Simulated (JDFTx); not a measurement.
The system is CsPbCl3.

```
CELL_PARAMETERS angstrom
5.60500 0.00000 0.00000
0.00000 5.60500 0.00000
0.00000 0.00000 5.60500
ATOMIC_POSITIONS crystal
Pb 0.50000 0.50000 0.50000
Cs 0.00000 0.00000 0.00000
Cl 0.50000 0.00000 0.50000
Cl 0.00000 0.50000 0.50000
Cl 0.50000 0.50000 0.00000
```

Program: JDFTx 1.7.0 (patched build). Alike in all runs: task single point; no spin polarisation; cell as given; smearing fermi-dirac 0.05 eV.

**Question.** Order these runs on this cell by their band gap on the k mesh, lowest first.
A. level LDA; potentials or basis PseudoDojo-SR-LDA-0.4.1-standard with smoothed tails; k mesh 5 × 5 × 5; cutoff (eV) 762
B. level PBE; potentials or basis PseudoDojo-SR-PBE-0.4.1-standard (Pb) + PseudoDojo-SR-PBE-0.5-standard (Cs, Cl) with smoothed tails; k mesh 3 × 3 × 3; cutoff (eV) 789
C. level HLE16; potentials or basis PseudoDojo-SR-PBE-0.4.1-standard (Pb) + PseudoDojo-SR-PBE-0.5-standard (Cs, Cl) with smoothed tails; k mesh 3 × 3 × 3; cutoff (eV) 789

**Answer.** A (2.81 eV), B (4.27 eV), C (5.18 eV).

Caveats: the empty levels aren't tightly converged; spin-orbit coupling is left out, which as a rule narrows the gap of such compounds by several tenths of an eV; an odd mesh through Γ misses points on the zone boundary, where band edges often lie; the potentials were made for a functional far from this one (some runs).
